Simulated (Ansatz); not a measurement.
# Mn in Ansatz: reference runs

How does Mn come out in PBE? The cell is run as given.

Everything below comes from runs of Ansatz 0.2.0. Logs are shortened: lines on timing, memory, paths and dates and some standing lists are left out, and cuts for length are marked.

## 1. The cell of the first run

The cell holds a slab with vacuum, 5 atoms: a = 2.732 Å, b = 2.732 Å, c = 23.921 Å, α = 90.00°, β = 90.00°, γ = 120.00°.

## 2. Single point, PBE, collinear spin, ferromagnetic start (the (1 1 1) slab of Mn, cut from the database cell, not relaxed)

The input, input.yaml:

```yaml
crystal:
  lattice:
    - [2.7315534957, 0.0, 0.0]
    - [-1.3657767479, 2.3655947191, 0.0]
    - [0.0, 0.0, 23.9212163595]
  atoms:
    - { symbol: Mn, position: [0.6666666667, 0.3333333333, 0.3135292072], spin: 4.0 }
    - { symbol: Mn, position: [0.3333333333, 0.6666666667, 0.4067646036], spin: 4.0 }
    - { symbol: Mn, position: [0.0, 0.0, 0.5], spin: 4.0 }
    - { symbol: Mn, position: [0.6666666667, 0.3333333333, 0.5932353964], spin: 4.0 }
    - { symbol: Mn, position: [0.3333333333, 0.6666666667, 0.6864707928], spin: 4.0 }
hamiltonian:
  xc: pbe
  pseudopotentials: { kind: paw }
magnetization:
  spin_polarized: true
kpoints:
  mp_grid: { grid: [11, 11, 1] }
scf:
  occupations: { method: fermi_dirac, width: 0.05 }
output:
  forces: true
  eigenvalues: true
  write_density: true
  write_potential: true
  elf: true
  volumetric_format: npy
efield:
  axis: 3
  dipole_correction: true
  ramp_width: 0.04
```

Potentials or basis: Ansatz PAW.

On the command line:

```
> ansatz run input.yaml --threads 4 --pin off --max-ram 11264MiB --backend cpu --events-out ev --progress --plain --runs-dir out
```

The program printed:

```text
Warning: RAYON_NUM_THREADS=4 ignored (pool sized by the plan → 4); use --threads N
Engine: ansatz 0.2.0, aarch64-unknown-linux-gnu
Pseudopotentials: kind: paw
Pseudopotential: Mn, paw, valence charge 15, recommended cutoff 420 eV (normal), Mn.paw.azcp
Functional definition: PBE
  parameter kappa = 0.804
  parameter beta = 0.06672455060314922
  exchange = pbe_x(kappa = kappa, mu = beta*pi^2/3)
  correlation = pbe_c(beta = beta)
Crystal: 5 atoms, lattice volume = 154.573 Å³
Basis set: ecut = 420 eV, 3037 PW (Γ), exchange–correlation on 40×40×320 points (8 copies of the dense FFT grid, shifted against one another)
Bands: 57, of which v1, the nominal top of the filled ones, is band 38 counted from 1 (37 counted from 0)
Symmetry: 6 space group operations
k-points: 16 of 121 (time reversal used)
Non-local potential: Mn, projectors of the file, l = 0: 3, l = 1: 2, l = 2: 3, l = 3: 1
PAW form: soft (Blöchl's): semilocal exchange-correlation on the pseudo side does not see the compensation charge
PAW one-centre angular grid: Mn, 590 points (default); XC on 64 Gauss nodes
Initial density: superposition of atomic densities (neutral atoms: chi_scale 0, normalization atom)
Starting moments: Σ|m| = 20 μB on 5 of 5 sites
Initial wavefunctions: pseudopotential atomic-orbital guess
Functional: x = pbe(κ = 0.804, μ = 0.2195149727645171), c = pbe(β = 0.06672455060314922)
SCF iter   1: F=—  HF=-19491.657069 eV  |F-HF|=—  |Δ(HF+E_count)|=         —  Δρ=1.02e-1 (↑1.02e-1 ↓7.36e-2)  dr2=1.43e1  dr2_m=1.06e1  M=13.990 μB ∫|m|=14.083 μB  β_m=1.00  ethr=3.10e-3  p=0.000 e·Å  D=2.92e-13 V/Å  ΔV_dip=-0.00 eV  dr2_dipole=5.08e-7  V_vac-E_F(+/−)=7.26/7.26 eV  ⟨swp⟩=10.0  Hψ=8804  notcnv=0  defer=13
Mixer restart at iter 1: flushing history
efield: sawtooth ramp at fractional position 0.9800 (placed from the atoms, in the widest stretch of the axis that holds none; the zero of the levels goes with the place), width 0.0400; the density the first Hamiltonian is built on has a dipole p = 0.000 e·Å; the dipole correction subtracts the counter field D = 2.92e-13 V/Å, which shifts the + side's vacuum level by -0.00 eV against the − side's; the planar-averaged density in the ramp window peaks in size at 3.6e-8 e/Å³
preconditioner: auto → LDOS  [metal: Δε(μ)=0.027 eV  Ē_g=6.297 eV  σ=0.050 eV  W_gap=0.13  n_scr=18 (ndim 8)  ℏωp=17.7 eV  f_vac=0.475  D(μ)=8.97/eV (n_scr^D=114)]
spin=Collinear: LDOS preconditioning applied to the charge; magnetization (m = ρ↑ − ρ↓) channel mixes plain (no charge-response kernel on spin).
SCF iter   2: F=—  HF=-19492.597910 eV  |F-HF|=—  |Δ(HF+E_count)|=         —  Δρ=9.60e-2 (↑9.60e-2 ↓8.64e-2)  dr2=3.18e0  dr2_m=1.17e1  M=10.569 μB ∫|m|=13.643 μB  β_m=0.30  ethr=3.10e-3  p=0.000 e·Å  D=1.11e-4 V/Å  ΔV_dip=-0.00 eV  dr2_dipole=7.02e-6  V_vac-E_F(+/−)=6.04/6.04 eV  ⟨swp⟩=2.4  Hψ=3142  notcnv=0  defer=157
Mixer restart at iter 2: flushing history
density mixer auto → msr1: a metal under ldos (density of states about μ 3.40 of a free-electron gas's, 18 screened modes)
SCF iter   3: F=—  HF=-19491.363721 eV  |F-HF|=—  |Δ(HF+E_count)|=         —  Δρ=8.14e-2 (↑8.13e-2 ↓8.14e-2)  dr2=9.29e-1  dr2_m=9.32e0  M=11.029 μB ∫|m|=15.019 μB  β_m=0.30  ethr=3.10e-3  p=0.000 e·Å  D=7.27e-5 V/Å  ΔV_dip=-0.00 eV  dr2_dipole=2.88e-6  V_vac-E_F(+/−)=5.58/5.59 eV  ⟨swp⟩=1.8  Hψ=2377  notcnv=0  defer=169
Mixer restart at iter 3: flushing history
[... 52 lines left out ...]
SCF iter   4: F=—  HF=-19490.866783 eV  |F-HF|=—  |Δ(HF+E_count)|=    2.02e0  Δρ=2.82e-2 (↑1.86e-2 ↓2.82e-2)  dr2=2.01e1  dr2_m=1.31e-1  M=3.598 μB ∫|m|=16.203 μB  ethr=3.30e-6  p=-0.015 e·Å  D=-1.76e-2 V/Å  ΔV_dip=0.42 eV  dr2_dipole=9.94e-1  V_vac-E_F(+/−)=4.20/3.77 eV  ⟨swp⟩=1.4  Hψ=6924  notcnv=0
SCF iter   5: F=—  HF=-19490.624695 eV  |F-HF|=—  |Δ(HF+E_count)|=   2.42e-1  Δρ=1.93e-3 (↑1.93e-3 ↓1.90e-3)  dr2=1.60e-1  dr2_m=2.18e-4  M=4.424 μB ∫|m|=16.714 μB  ethr=1.33e-6  p=-0.001 e·Å  D=-7.01e-4 V/Å  ΔV_dip=0.02 eV  dr2_dipole=3.49e-2  V_vac-E_F(+/−)=4.14/4.13 eV  ⟨swp⟩=1.2  Hψ=6130  notcnv=0
an SCF towards the filling of the open d shells in which the orbitals that avoid the neighbouring atoms hold both spins ahead of the others, with the run's symmetry operations kept, reached no lower state that the run goes on to. This is no proof of a minimum
WARN: The output density's exchange-correlation potential varies sharply where the density is thin. Do not read a vacuum level from v_tot or v_xc, or from such a field of the output density. On a cell that repeats whose density bears no net charge and no dipole along the vacuum's axis use v_es (v_loc + v_h of the components); under efield.dipole_correction with no amplitude use v_es + v_field, which holds any external_charges[].barrier, or the levels of the report's work_function block, which leave it out; under a non-zero efield.amplitude the vacuum is tilted and has no level; on a cell that repeats and bears such a dipole with no correction it is tilted too, and efield.dipole_correction with no amplitude gives each side of its ramp a level where efield: is served; in a cell that repeats whose density bears a net charge (total_charge, or a fill off its count) it is curved and has none; of a slab under crystal.periodic whose density bears no net charge use v_es, which has a level on each side, short of where the two are joined; of another it falls or rises all the way out and has none; of a slab beside external_charges read slab_vacuum_level instead, which it has where they leave it neutral. The grid or the basis barely resolves most such structure, and the values can differ between equally converged runs; as a rule a tighter scf.convergence.dr2_threshold does not remove it. Where the density itself ripples (under the LDA too) a higher basis.ecutwfc lessens it. The files hold the spikes' plane waves up to the density's cutoff. Files: v_tot_of_output_density and the like, and their columns of v_z.tsv (output.write_potential); v_xc_of_output_density and the like, and their columns of v_comp_z.tsv (output.write_potential_components). Measured: with its Gaussian average of σ = 0.25 Å subtracted twice, the exchange-correlation potential is over 0.1 eV at 1731 of the grid points where the equally averaged density (valence and model cores) is under 1e-3 e/Å³, and 3.98 eV at the most among them, at an averaged density of 6.4e-8 e/Å³. The input density's (outcome.potential() and, of a run that writes arrays, v_tot and v_xc) is over 0.1 eV, so measured, at 36 points of its own thin density, 0.550 eV at the most. See output.write_potential in the manual, Limitations
SCF converged after 2 iterations
Magnetization: 4.3971 μB (39.6985 up, 35.3015 down)
Absolute magnetization: 16.7157 μB (∫|ρ↑−ρ↓|, with the PAW one-centre terms)
Spin contamination: 5.6638 ħ² per cell (⟨S²⟩ above its minimum at these occupations)
Per-site moments (μB) at R_I (Å): [(3.469621064537333, 1.1267658169070125), (-2.9492993581618614, 1.126765816907012), (3.054462539505897, 1.126765816907012), (-2.949304446701378, 1.126765816907012), (3.469626699377128, 1.126765816907012)]
Free energy (F): -19490.622917 eV
Harris-Foulkes:  -19490.622917 eV  (|F-HF|=1.81e-8)
Internal energy: -19490.548237 eV  (E = F + TS)
E sigma→0 (E₀):  -19490.585577 eV
Entropy (-TS):   -0.074680 eV (-14.936 meV/atom)
Fermi energy:    4.842223 eV
Dipole field:    D = 0.000119 V/Å  (p = 0.000102 e·Å, saw-weighted, corrected)
Work function:   Φ+ = 4.1206 eV   Φ− = 4.1235 eV
Levels:          The Fermi level and band energies are counted from a zero that moves with the ramp; work functions are not
--- Per-component energies (eV) ---
  E_band       = -1939.013565
  E_kinetic    = 1505.452254
  E_local      = -101256.972873  (includes V_loc(G=0)·N_el)
  E_nonlocal   = 1226.763067
  E_hartree    = 49405.237663
  E_xc         = -560.261336
  E_vxc        = -716.459475  (∫ρ·V_xc dr)
  E_paw        = -6510.160080  (= ΣΔE_a)
  E_vpaw       = -1508.281966  (= ΣTr[D̂ρ^β])
  E_aug_tail   = -0.000048  (compensation charges beyond the density's cutoff)
  E_efield     = 0.000000  (sawtooth field / dipole correction)
  E_vefield    = 0.000000  (∫n·V_field dr)
  E_ewald      = 36699.393116
  E_smearing   = -0.074680  (= −TS)
  E_closure    = 0.000000  (closes the sum)
  Σ components = -19490.622917   (vs F -19490.622917, Δ=0.00e0)
--- Forces (eV/Å), atoms counted from 1 ---
  atom   1  Mn     0.00000000     0.00000000     0.65268082
  atom   2  Mn    -0.00000000    -0.00000000     0.08061945
  atom   3  Mn    -0.00000000     0.00000000    -0.00000740
  atom   4  Mn     0.00000000     0.00000000    -0.08063638
  atom   5  Mn    -0.00000000    -0.00000000    -0.65267695
  max |Σ_I F_I| component: 2.04e-5 eV/Å
--- Band table (eV; the first three rows and the last of 32) ---
  k-point 0 ↑: bands = ["-76.0072", "-76.0072", "-75.8354", "-72.6161", "-72.6160", "-44.8791", "-44.8791", "-44.6571", "-44.5688", "-44.5688", "-44.5687", "-44.5687", "-44.4027", "-44.4027", "-41.5174", "-41.5134", "-41.2231", "-41.2231", "-41.2230", "-41.2230", "-2.5412", "-1.8876", "-1.1280", "0.1727", "0.6820", "2.1673", "2.4586", "2.6643", "2.6643", "2.6662", "2.6662", "2.8363", "2.8363", "3.4354", "3.4670", "3.4670", "3.4992", "3.4992", "3.6342", "3.6342", "4.4848", "4.5328", "4.5420", "5.6033", "5.6033", "5.6990", "5.6990", "6.8273", "6.8273", "6.9227", "6.9227", "8.4944", "8.7968", "9.8702", "11.2945", "11.8739", "13.7686"]
  k-point 1 ↑: bands = ["-76.0049", "-76.0049", "-75.8331", "-72.6135", "-72.6134", "-44.8768", "-44.8768", "-44.6547", "-44.5857", "-44.5856", "-44.5728", "-44.5728", "-44.4195", "-44.4067", "-41.5148", "-41.5113", "-41.2418", "-41.2418", "-41.2276", "-41.2275", "-2.2982", "-1.6501", "-0.8921", "0.3618", "0.8480", "2.1861", "2.4532", "2.5718", "2.5738", "2.7457", "2.7793", "2.7811", "2.9512", "3.0387", "3.1198", "3.4463", "3.4468", "3.4742", "3.6026", "3.7283", "4.7193", "4.8326", "4.8524", "5.5165", "5.6305", "5.7297", "5.8185", "6.8059", "6.8698", "6.8992", "7.1275", "8.7123", "9.0346", "10.0633", "11.5029", "11.9863", "13.9755"]
  k-point 2 ↑: bands = ["-75.9986", "-75.9986", "-75.8269", "-72.6067", "-72.6066", "-44.8707", "-44.8707", "-44.6483", "-44.6309", "-44.6308", "-44.5838", "-44.5838", "-44.4646", "-44.4177", "-41.5079", "-41.5054", "-41.2921", "-41.2918", "-41.2396", "-41.2395", "-1.6009", "-0.9803", "-0.2374", "0.8380", "1.2588", "2.2018", "2.3190", "2.3860", "2.4088", "2.5214", "2.5752", "2.6205", "3.0969", "3.0983", "3.2675", "3.3745", "3.3856", "3.4092", "3.5280", "4.0341", "4.8337", "5.1516", "5.2793", "5.5389", "5.6456", "6.0832", "6.1571", "6.7448", "6.8418", "7.0834", "7.7862", "9.3488", "9.7431", "10.6196", "12.1238", "12.3690", "14.5986"]
  k-point 15 ↓: bands = ["-75.7393", "-75.7393", "-72.5171", "-72.2537", "-72.2537", "-44.5748", "-44.5746", "-44.5027", "-44.5021", "-44.4617", "-44.4614", "-41.4270", "-41.3395", "-41.2942", "-41.1334", "-41.1334", "-41.1188", "-41.1188", "-41.0872", "-41.0872", "1.7108", "1.8031", "1.8941", "2.0220", "2.2159", "2.2439", "2.2824", "2.3827", "2.3921", "2.6242", "4.2557", "4.4611", "4.8562", "4.9146", "5.1612", "5.1790", "5.1798", "5.6307", "5.6316", "5.6948", "5.7063", "5.7983", "6.4487", "6.6460", "6.6993", "9.1452", "9.4204", "9.6906", "10.2124", "10.7797", "11.3549", "11.6432", "11.9725", "12.2335", "12.6023", "13.5380", "13.5807"]
```

It took 2.6 min on 4 threads of Arm Neoverse V1, shared host; peak memory 1.1 GiB.

What came out:

- Free energy: -19490.6229 eV
- Largest force: 0.653 eV/Å
- Band gap on the k mesh: none (metal or under the smearing width)
- Net moment: 4.40 μB per cell
- Absolute moment: 16.72 μB per cell
- Site moments: Mn +3.47, -2.95, +3.05 μB
- Work function of the upper face: 4.12 eV
- Work function of the lower face: 4.12 eV
- Dipole across the slab: 0.000 e·Å

Forces in eV/Å, atoms in the order of the input:
```
Mn   0.000  0.000  0.653
Mn   0.000  0.000  0.081
Mn   0.000  0.000  0.000
Mn   0.000  0.000 -0.081
Mn   0.000  0.000 -0.653
```

Levels at points of the mesh, in eV from the Fermi level:
Spin up:
| k point | band 39 | band 40 | band 41 | band 42 | band 43 | band 44 |
| --- | --- | --- | --- | --- | --- | --- |
| (0.00, 0.00, 0.00) | -1.21 | -1.21 | -0.36 | -0.31 | -0.30 | 0.76 |
Spin down:
| k point | band 33 | band 34 | band 35 | band 36 | band 37 | band 38 | band 39 | band 40 |
| --- | --- | --- | --- | --- | --- | --- | --- | --- |
| (0.00, 0.00, 0.00) | -1.20 | -1.20 | -1.16 | -0.18 | -0.16 | 0.24 | 0.24 | 0.85 |

Caveat: the cell was measured hot, at 1373 K; the starting moments weren't kept.
